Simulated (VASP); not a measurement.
# VASP 6.6.1 run: BP

INCAR

```
NBANDS = 11
NSW = 0
MAGMOM = -2 2
ISPIN = 2
ISMEAR = 0
ALGO = Normal
ISIF = 2
SIGMA = 0.01
NELM = 78
METAGGA = R2SCAN
PREC = Accurate
LASPH = .FALSE.
LCHARG = .FALSE.
EDIFF = 1E-7
LREAL = .FALSE.
ENCUT = 520
IBRION = -1
LWAVE = .FALSE.
```

KPOINTS

```
KPOINTS created by Atomic Simulation Environment
0
Gamma
10 10 10
0 0 0
```

POSCAR

```
B  P
 1.0000000000000000
     0.0000000000000000    2.2456325121999998    2.2456325121999998
     2.2456325121999998    0.0000000000000000    2.2456325121999998
     2.2456325121999998    2.2456325121999998    0.0000000000000000
 B   P
   1   1
Cartesian
  0.0000000000000000  0.0000000000000000  0.0000000000000000
  1.1228162560999999  1.1228162560999999  1.1228162560999999
```

The recommended PBE PAW datasets give the neutral cell 8 valence electrons.

Command

```
mpirun -np 1 vasp_std
```

OSZICAR

```
N       E                     dE             d eps       ncg     rms          rms(c)
DAV:   1     0.537338617490E+01    0.53734E+01   -0.40502E+03  2076   0.676E+02
DAV:   2    -0.176790981975E+02   -0.23052E+02   -0.22167E+02  2818   0.115E+02
DAV:   3    -0.183008568024E+02   -0.62176E+00   -0.62039E+00  2613   0.162E+01
DAV:   4    -0.183029715229E+02   -0.21147E-02   -0.21146E-02  2369   0.113E+00
DAV:   5    -0.183029814203E+02   -0.98974E-05   -0.98974E-05  2567   0.762E-02    0.867E+00
DAV:   6    -0.172937855078E+02    0.10092E+01   -0.37703E+00  2279   0.905E+00    0.508E+00
DAV:   7    -0.172869800676E+02    0.68054E-02   -0.14124E+00  2442   0.576E+00    0.262E+00
DAV:   8    -0.173010204224E+02   -0.14040E-01   -0.10038E-01  2203   0.288E+00    0.215E+00
DAV:   9    -0.172987680928E+02    0.22523E-02   -0.22792E-02  2557   0.839E-01    0.853E-01
DAV:  10    -0.173015342305E+02   -0.27661E-02   -0.64716E-03  2197   0.796E-01    0.786E-02
DAV:  11    -0.173017111359E+02   -0.17691E-03   -0.50967E-04  2807   0.139E-01    0.398E-02
DAV:  12    -0.173017427386E+02   -0.31603E-04   -0.38585E-04  2498   0.963E-02    0.280E-02
DAV:  13    -0.173017556689E+02   -0.12930E-04   -0.36635E-05  2373   0.387E-02    0.203E-02
DAV:  14    -0.173017590797E+02   -0.34108E-05   -0.25452E-05  2547   0.234E-02    0.515E-03
DAV:  15    -0.173017593471E+02   -0.26735E-06   -0.23446E-06  2429   0.103E-02    0.174E-03
DAV:  16    -0.173017594995E+02   -0.15241E-06   -0.20082E-07  1688   0.403E-03    0.106E-03
DAV:  17    -0.173017595293E+02   -0.29890E-07   -0.11362E-07  1123   0.173E-03
   1 F= -.17301760E+02 E0= -.17301760E+02  d E =-.166869E-12  mag=    -0.0000
```

Standard output (part)

```
POSCAR found type information on POSCAR B P
 POSCAR found :  2 types and       2 ions
 LDA part: xc-table for (None), standard interpolation
 POSCAR, INCAR and KPOINTS ok, starting setup
 WAVECAR not read
 entering main loop
```

It converged. Results: pressure 4.9 GPa; magnetic moment of the cell 0.00 μB.

For comparison, a separate r²SCAN run of the intended cell, on usual settings and not on those above, gives a gap of 1.40 eV on its mesh and a pressure of 4.9 GPa.

The run above took about 61 s on one core of a shared host (Intel Xeon Platinum 8488C) and held 0.15 GiB at most.
